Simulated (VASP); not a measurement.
# Sc (P6_3/mmc) in VASP: a series of runs

One crystal, Sc, is run at these levels: PBE; tasks: relaxation of cell and atoms, electrostatic potential.

Program: VASP 6.6.1. These are calculated values, not measurements. Logs are shortened: lines on timing, memory, paths and dates and some standing lists are left out, and cuts for length are marked.

### Step 1. The structure

It takes space group P6_3/mmc (No. 194, hexagonal). Conventional cell: a = 3.270 Å, b = 3.270 Å, c = 5.090 Å, α = 90.00°, β = 90.00°, γ = 120.00°. Sc (site symmetry -6m2) has 12 Sc at 3.17 to 3.27 Å as nearest neighbours.

The cell was built by a generator and needn't be a form met in nature.

### Step 2. Relaxation of cell and atoms, PBE

INCAR reads:

```
PREC = Accurate
ENCUT = 600
EDIFF = 1E-6
ISMEAR = 1
SIGMA = 0.1
LREAL = False
LASPH = True
NELM = 120
ALGO = Fast
ISIF = 3
LWAVE = False
LCHARG = False
GGA = PE
IBRION = 2
NSW = 40
EDIFFG = -0.005
```

KPOINTS reads:

```
Automatic mesh
0
Gamma
  14 14 8
```

POSCAR reads:

```
Sc
1.0
    3.2700000000      0.0000000000      0.0000000000
   -1.6350000000      2.8319030700      0.0000000000
    0.0000000000      0.0000000000      5.0900000000
Sc
2
Direct
    0.3333333300      0.6666666700      0.2500000000
    0.6666666700      0.3333333300      0.7500000000
```

Potentials or basis: VASP PAW PBE potentials, release 64 (Sc_sv).

Command:

```sh
$ cat potpaw_PBE.64/Sc_sv/POTCAR > POTCAR
$ mpirun -np 1 vasp_std > vasp.out
```

OUTCAR:

```text
PREC = Accurate
   ENCUT = 600
   EDIFF = 1E-6
   ISMEAR = 1
   LREAL = False
   LASPH = True
   NELM = 120
   ISIF = 3
   GGA = PE
   IBRION = 2
   NSW = 40
   EDIFFG = -0.005

 ion  position               nearest neighbor table
   1  0.333  0.667  0.250-   2 3.17   2 3.17   2 3.17   2 3.17   2 3.17   2 3.17
   2  0.667  0.333  0.750-   1 3.17   1 3.17   1 3.17   1 3.17   1 3.17   1 3.17

  LATTYP: Found a hexagonal cell.
 ALAT       =     3.2700000000
 C/A-ratio  =     1.5565749235

  Lattice vectors:

 A1 = (   3.2700000000,   0.0000000000,   0.0000000000)
 A2 = (  -1.6350000000,   2.8319030700,   0.0000000000)
 A3 = (   0.0000000000,   0.0000000000,   5.0900000000)

Analysis of symmetry for initial positions (statically):
=====================================================================
 Subroutine PRICEL returns:
 Original cell was already a primitive cell.

 Routine SETGRP: Setting up the symmetry group for a
 hexagonal supercell.

 Subroutine GETGRP returns: Found 24 space group operations
 (whereof 12 operations were pure point group operations)
 out of a pool of 24 trial point group operations.

The static configuration has the point symmetry D_3d.
 The point group associated with its full space group is D_6h.

Analysis of symmetry for dynamics (positions and initial velocities):
=====================================================================
 Subroutine PRICEL returns:
 Original cell was already a primitive cell.

 Routine SETGRP: Setting up the symmetry group for a
 hexagonal supercell.

 Subroutine GETGRP returns: Found 24 space group operations
 (whereof 12 operations were pure point group operations)
 out of a pool of 24 trial point group operations.

The dynamic configuration has the point symmetry D_3d.
 The point group associated with its full space group is D_6h.

 Subroutine INISYM returns: Found 24 space group operations
 (whereof 12 operations are pure point group operations),
 and found     1 'primitive' translations

----------------------------------------------------------------------------------------

                                     Primitive cell

  volume of cell :      47.1350

  direct lattice vectors                    reciprocal lattice vectors
     3.270000000  0.000000000  0.000000000     0.305810398  0.176559715  0.000000000
    -1.635000000  2.831903070  0.000000000     0.000000000  0.353119431  0.000000000
     0.000000000  0.000000000  5.090000000     0.000000000  0.000000000  0.196463654

  length of vectors
     3.270000000  3.270000000  5.090000000     0.353119431  0.353119431  0.196463654

  position of ions in fractional coordinates (direct lattice)
     0.333333330  0.666666670  0.250000000
     0.666666670  0.333333330  0.750000000

  ion indices of the primitive-cell ions
   primitive index   ion index
                 1           1
                 2           2

----------------------------------------------------------------------------------------

 KPOINTS: Automatic mesh

Automatic generation of k-mesh.
 Grid dimensions read from file:
 generate k-points for:   14   14    8

 Generating k-lattice:

  Cartesian coordinates                     Fractional coordinates (reciprocal lattice)
     0.021843600  0.012611408  0.000000000     0.071428571  0.000000000  0.000000000
     0.000000000  0.025222816  0.000000000     0.000000000  0.071428571  0.000000000
     0.000000000  0.000000000  0.024557957     0.000000000  0.000000000  0.125000000

  Length of vectors
     0.025222816  0.025222816  0.024557957

  Shift w.r.t. Gamma in fractional coordinates (k-lattice)
     0.000000000  0.000000000  0.000000000

 Subroutine IBZKPT returns following result:
 ===========================================

 Found    120 irreducible k-points:

 Following reciprocal coordinates:
            Coordinates               Weight
  0.000000  0.000000  0.000000      1.000000
  0.071429  0.000000  0.000000      6.000000
  0.142857  0.000000  0.000000      6.000000
  0.214286  0.000000  0.000000      6.000000
  0.285714 -0.000000  0.000000      6.000000
  0.357143  0.000000  0.000000      6.000000
[... 16 lines left out ...]
  0.285714  0.285714  0.000000      6.000000
  0.357143  0.285714  0.000000      6.000000
 [... further k-points ...]
   k-points           NKPTS =    120   k-points in BZ     NKDIM =    120   number of bands    NBANDS=     15
   number of dos      NEDOS =    301   number of ions     NIONS =      2
   total plane-waves  NPLWV =  32928
   dimension x,y,z NGX =    28 NGY =   28 NGZ =   42
   dimension x,y,z NGXF=    56 NGYF=   56 NGZF=   84
   ions per type =               2
   NGX,Y,Z   is equivalent  to a cutoff of  14.24, 14.24, 13.72 a.u.
   NGXF,Y,Z  is equivalent  to a cutoff of  28.47, 28.47, 27.44 a.u.
 SYSTEM =  unknown system
   PREC   = accura    normal or accurate (medium, high low for compatibility)
   ISTART =      0    job   : 0-new  1-cont  2-samecut
   ICHARG =      2    charge: 1-file 2-atom 10-const
   ISPIN  =      1    spin polarized calculation?
   LNONCOLLINEAR =      F non collinear calculations
   LSORBIT =      F    spin-orbit coupling
   LASPH  =      T    aspherical Exc in radial PAW
   ENCUT  =  600.0 eV  44.10 Ry    6.64 a.u.   6.53  6.53 10.17*2*pi/ulx,y,z
   NELM   =    120;   NELMIN=  2; NELMDL= -5     # of ELM steps
   EDIFF  = 0.1E-05   stopping-criterion for ELM
   LREAL  =      F    real-space projection
   EDIFFG = -.5E-02   stopping-criterion for IOM
   NSW    =     40    number of steps for IOM
   IBRION =      2    ionic relax: 0-MD 1-quasi-New 2-CG
   NFREE  =      1    steps in history (QN), initial steepest desc. (CG)
   ISIF   =      3    stress and relaxation
   ISYM   =      2    0-nonsym 1-usesym 2-fastsym
   POTIM  = 0.5000    time-step for ionic-motion
   TEBEG  =    0.0;   TEEND  =   0.0 temperature during run
   PSTRESS=    0.0 pullay stress
   NELECT =      22.0000    total number of electrons
   NUPDOWN=      -1.0000    fix difference up-down
   EMIN   =  10.00;   EMAX   =-10.00  energy-range for DOS
   EFERMI =   0.00;   METHOD = LEGACY
   ISMEAR =     1;   SIGMA  =   0.10  broadening in eV -4-tet -1-fermi 0-gaus
   EFERMI_NEDOS =   21; number of points for ismear=-14 and -15
   IALGO  =     68    algorithm
   IMIX   =      4    mixing-type and parameters
     AMIX     =   0.40;   BMIX     =  1.00
     AMIX_MAG =   1.60;   BMIX_MAG =  1.00
  volume/ion in A,a.u.               =      23.57       159.04
  Fermi-wavevector in a.u.,A,eV,Ry     =   1.269895  2.399753 21.941202  1.612633
  Thomas-Fermi vector in A             =   2.402911
   LORBIT       =      0    0 simple, 1 ext, 2 COOP (PROOUT), +10 PAW based schemes
   GGA     = PE    functional components
   LHFCALC =     F    Hartree Fock is set to
   AEXX    =    0.0000 exact exchange contribution
   IVDW    =     0    specifies the selected vdW correction
   LEPSILON=     F    determine dielectric tensor
   LRPA    =     F    only Hartree local field effects (RPA)
 conjugate gradient relaxation of ions
 non-spin polarized calculation
 RMM-DIIS sequential band-by-band and
 Methfessel and Paxton  Order N= 1 SIGMA  =   0.10
  energy-cutoff  :      600.00
  volume of cell :       47.14
 maximum number of plane-waves:      1616
 NGX is ok and might be reduce to    28
   NGX = 13   NGY = 13   NGZ = 21

--------------------------------------- Ionic step        1  -------------------------------------------

 number of electron      21.9999999 magnetization

 Free energy of the ion-electron system (eV)
  ---------------------------------------------------
  ext. energy  EPLUGINS =         0.00000000
  ---------------------------------------------------
  free energy    TOTEN  =       -12.48101143 eV

  energy without entropy =      -12.48263965  energy(sigma->0) =      -12.48155417

 E-fermi :   3.9513     XC(G=0): -10.0582

 val. band max:        3.9493142198   @ k =   0.2143   0.0000   0.2500
 cond. band min:       3.9536076153   @ k =   0.3571   0.2857   0.5000
 fundamental gap:      0.0042933955
 Fermi energy:         3.9512936759

 k-point     1 :       0.0000    0.0000    0.0000
  band No.  band energies     occupation
      1     -45.3553      2.00000
      2     -45.2692      2.00000
      3     -24.2257      2.00000
      4     -23.8280      2.00000
      5     -23.8280      2.00000
      6     -23.7512      2.00000
      7     -23.7512      2.00000
      8     -23.7195      2.00000
      9      -1.2643      2.00000
     10       2.2521      2.00000
     11       4.6667     -0.00000
     12       5.5916     -0.00000
     13       5.5969     -0.00000
     14       5.8731     -0.00000
     15       6.0734      0.00000

 k-point     2 :       0.0714    0.0000    0.0000
  band No.  band energies     occupation
      1     -45.3524      2.00000
      2     -45.2682      2.00000
      3     -24.2179      2.00000
      4     -23.8428      2.00000
      5     -23.8332      2.00000
      6     -23.7668      2.00000
      7     -23.7530      2.00000
      8     -23.7231      2.00000
      9      -1.1486      2.00000
     10       2.3481      2.00000
     11       4.5539     -0.00000
     12       5.3742     -0.00000
     13       5.6821     -0.00000
     14       6.0017      0.00000
     15       6.0456      0.00000
[... 517 lines left out ...]
 VOLUME and BASIS-vectors are now :
 -----------------------------------------------------------------------------
  energy-cutoff  :      600.00
  volume of cell :       49.31
      direct lattice vectors                 reciprocal lattice vectors
     3.321500299  0.000000000  0.000000000     0.301068767  0.173822134 -0.000000000
    -1.660750150  2.876503637 -0.000000000     0.000000000  0.347644268  0.000000000
     0.000000000  0.000000000  5.161032395    -0.000000000  0.000000000  0.193759683

 POSITION                                       TOTAL-FORCE (eV/Angst)
 -----------------------------------------------------------------------------------
     -0.00000      1.91767      1.29026        -0.000000      0.000000      0.000000
      1.66075      0.95883      3.87077         0.000000     -0.000000      0.000000
 -----------------------------------------------------------------------------------
    total drift:                               -0.000006      0.000003     -0.000000

  FREE ENERGIE OF THE ION-ELECTRON SYSTEM (eV)
  ---------------------------------------------------
  free  energy   TOTEN  =       -12.4979970204 eV

  energy  without entropy=      -12.4988710553  energy(sigma->0) =      -12.49828837

--------------------------------------- Ionic step        5  -------------------------------------------

 number of electron      21.9999996 magnetization

 Free energy of the ion-electron system (eV)
  ---------------------------------------------------
  ext. energy  EPLUGINS =         0.00000000
  ---------------------------------------------------
  free energy    TOTEN  =       -12.49799968 eV

  energy without entropy =      -12.49889060  energy(sigma->0) =      -12.49829665

 E-fermi :   3.6873     XC(G=0):  -9.8795

 val. band max:        3.6688256355   @ k =   0.2143   0.0000   0.0000
 cond. band min:       3.6918683706   @ k =   0.3571   0.2857   0.5000
 fundamental gap:      0.0230427352
 Fermi energy:         3.6872762335

 k-point     1 :       0.0000    0.0000    0.0000
  band No.  band energies     occupation
      1     -45.7332      2.00000
      2     -45.6614      2.00000
      3     -24.5630      2.00000
      4     -24.2232      2.00000
      5     -24.2232      2.00000
      6     -24.1557      2.00000
      7     -24.1557      2.00000
      8     -24.1250      2.00000
      9      -1.4465      2.00000
     10       2.0525      2.00000
     11       4.3127     -0.00000
     12       5.2717     -0.00000
     13       5.2717     -0.00000
     14       5.5461     -0.00000
     15       5.7246      0.00000

 k-point     2 :       0.0714    0.0000    0.0000
  band No.  band energies     occupation
      1     -45.7308      2.00000
      2     -45.6606      2.00000
      3     -24.5563      2.00000
      4     -24.2358      2.00000
      5     -24.2277      2.00000
      6     -24.1690      2.00000
      7     -24.1573      2.00000
      8     -24.1282      2.00000
      9      -1.3355      2.00000
     10       2.1445      2.00000
     11       4.2110     -0.00000
     12       5.0671     -0.00000
     13       5.3520     -0.00000
     14       5.6458     -0.00000
     15       5.7027      0.00000
[... 409 lines left out ...]
 VOLUME and BASIS-vectors are now :
 -----------------------------------------------------------------------------
  energy-cutoff  :      600.00
  volume of cell :       49.26
      direct lattice vectors                 reciprocal lattice vectors
     3.320331334  0.000000000  0.000000000     0.301174762  0.173883330 -0.000000000
    -1.660165667  2.875491284 -0.000000000     0.000000000  0.347766660  0.000000000
     0.000000000  0.000000000  5.159866948    -0.000000000  0.000000000  0.193803447

 POSITION                                       TOTAL-FORCE (eV/Angst)
 -----------------------------------------------------------------------------------
     -0.00000      1.91699      1.28997         0.000000     -0.000000     -0.000000
      1.66017      0.95850      3.86990        -0.000000      0.000000      0.000000
 -----------------------------------------------------------------------------------
    total drift:                               -0.000006      0.000003     -0.000000

  FREE ENERGIE OF THE ION-ELECTRON SYSTEM (eV)
  ---------------------------------------------------
  free  energy   TOTEN  =       -12.4979996757 eV

  energy  without entropy=      -12.4988906034  energy(sigma->0) =      -12.49829665

 reached required accuracy - stopping structural energy minimisation
```

It took 5.2 min on 1 thread of Intel Xeon Platinum 8259CL at 2.50GHz (Skylake/Cascade Lake), shared host; peak memory 0.25 GiB.

Results:

* Free energy: -12.4980 eV
* Relaxed volume: 24.63 Å³/atom
* Relaxed cell: a = 3.320 Å, b = 3.320 Å, c = 5.160 Å, α = 90.00°, β = 90.00°, γ = 120.00°
* Space group after relaxing (to 0.05 Å): P6_3/mmc (No. 194)
* Energy gained by relaxing: 8.5 meV/atom
* Ionic steps: 5
* Pressure after relaxing: 0.0 GPa
* Band gap on the k mesh: none (metal or under the smearing width)

Step by step:
| step | energy change (eV) | largest force (eV/Å) | pressure (GPa) | volume (Å³) |
| --- | --- | --- | --- | --- |
| 1 | 0.0000 | 0.0000 | 2.61 | 47.14 |
| 2 | -0.0160 | 0.0000 | -0.60 | 49.81 |
| 3 | -0.0170 | 0.0000 | 0.04 | 49.27 |
| 4 | -0.0170 | 0.0000 | -0.04 | 49.31 |
| 5 | -0.0170 | 0.0000 | 0.02 | 49.26 |

Final structure:
```xyz
2
Lattice="3.3203 0.0000 0.0000 -1.6602 2.8755 0.0000 0.0000 0.0000 5.1599" Properties=species:S:1:pos:R:3 pbc="T T T"
Sc    0.0000    1.9170    1.2900
Sc    1.6602    0.9585    3.8699
```

### Step 3. Electrostatic potential, PBE

This run uses another cell than the first one, of 24.63 Å³/atom, 1.045 times its volume.

INCAR reads:

```
SYSTEM = Sc
PREC = Accurate
ENCUT = 520
EDIFF = 1E-6
ISMEAR = 1
SIGMA = 0.1
LREAL = .FALSE.
LASPH = .TRUE.
NELM = 100
ALGO = Fast
ISIF = 2
LWAVE = .FALSE.
LCHARG = .TRUE.
GGA = PE
LVHAR = .TRUE.
```

KPOINTS reads:

```
Automatic mesh
0
G
  14 14 8
  0 0 0
```

POSCAR reads:

```
Sc                                      
1.0
    3.3203313344      0.0000000000      0.0000000000
   -1.6601656672      2.8754912842     -0.0000000000
    0.0000000000      0.0000000000      5.1598669482
  Sc            
     2
Direct
     0.3333333300000021    0.6666666699999979    0.2500000000000000
     0.6666666699999979    0.3333333300000021    0.7500000000000000
```

Potentials or basis: VASP PAW PBE potentials, release 64 (Sc_sv).

Command:

```sh
$ cat potpaw_PBE.64/Sc_sv/POTCAR > POTCAR
$ mpirun -np 1 vasp_std > vasp.out
```

OUTCAR:

```text
SYSTEM = Sc
   PREC = Accurate
   ENCUT = 520
   EDIFF = 1E-6
   ISMEAR = 1
   LREAL = .FALSE.
   LASPH = .TRUE.
   NELM = 100
   ISIF = 2
   GGA = PE

 ion  position               nearest neighbor table
   1  0.333  0.667  0.250-   2 3.21   2 3.21   2 3.21   2 3.21   2 3.21   2 3.21
   2  0.667  0.333  0.750-   1 3.21   1 3.21   1 3.21   1 3.21   1 3.21   1 3.21

  LATTYP: Found a hexagonal cell.
 ALAT       =     3.3203313344
 C/A-ratio  =     1.5540217010

  Lattice vectors:

[... 625 lines left out ...]

  FORCE on cell =-STRESS in cart. coord.  units (eV):
  Direction    XX          YY          ZZ          XY          YZ          ZX
  --------------------------------------------------------------------------------------
  -------------------------------------------------------------------------------------
  Total       -0.0045215     -0.0045215     -0.0042749      0.0000000      0.0000000      0.0000000
  in kB       -0.1470496     -0.1470496     -0.1390280      0.0000000      0.0000000      0.0000000
  external PRESSURE =      -0.1443757 kB  Pullay stress =       0.0000000 kB

 VOLUME and BASIS-vectors are now :
 -----------------------------------------------------------------------------
  energy-cutoff  :      520.00
  volume of cell :       49.26
      direct lattice vectors                 reciprocal lattice vectors
     3.320331334  0.000000000  0.000000000     0.301174762  0.173883330  0.000000000
    -1.660165667  2.875491284  0.000000000     0.000000000  0.347766660  0.000000000
     0.000000000  0.000000000  5.159866948     0.000000000  0.000000000  0.193803447

 POSITION                                       TOTAL-FORCE (eV/Angst)
 -----------------------------------------------------------------------------------
     -0.00000      1.91699      1.28997         0.000000      0.000000      0.000000
      1.66017      0.95850      3.86990         0.000000      0.000000      0.000000
 -----------------------------------------------------------------------------------
    total drift:                               -0.000006      0.000003     -0.000000

  FREE ENERGIE OF THE ION-ELECTRON SYSTEM (eV)
  ---------------------------------------------------
  free  energy   TOTEN  =       -12.4978932493 eV

  energy  without entropy=      -12.4987839061  energy(sigma->0) =      -12.49819013
```

Wall time 1.8 min (1 thread of Intel Xeon Platinum 8259CL at 2.50GHz (Skylake/Cascade Lake), shared host); peak memory 0.22 GiB.

Results:

```
Free energy            : -12.4979 eV
Pressure               : 0.0 GPa
Band gap on the k mesh : none (metal or under the smearing width)
```

Levels at points of the mesh, in eV from the Fermi level:
```tsv
k point	band 7	band 8	band 9	band 10	band 11	band 12	band 13	band 14	band 15
(0.00, 0.00, 0.00)	-27.84	-27.81	-5.13	-1.63	0.63	1.58	1.59	1.86	2.04
(0.50, 0.00, 0.00)	-27.93	-27.88	-1.63	-1.06	-0.67	-0.35	1.30	1.33	1.87
(0.00, 0.00, 0.50)	-27.88	-27.88	-3.58	-3.58	0.98	0.98	1.50	1.50	1.50
(0.50, 0.00, 0.50)	-27.92	-27.92	-1.47	-1.47	0.06	0.06	1.27	1.27	2.36
```
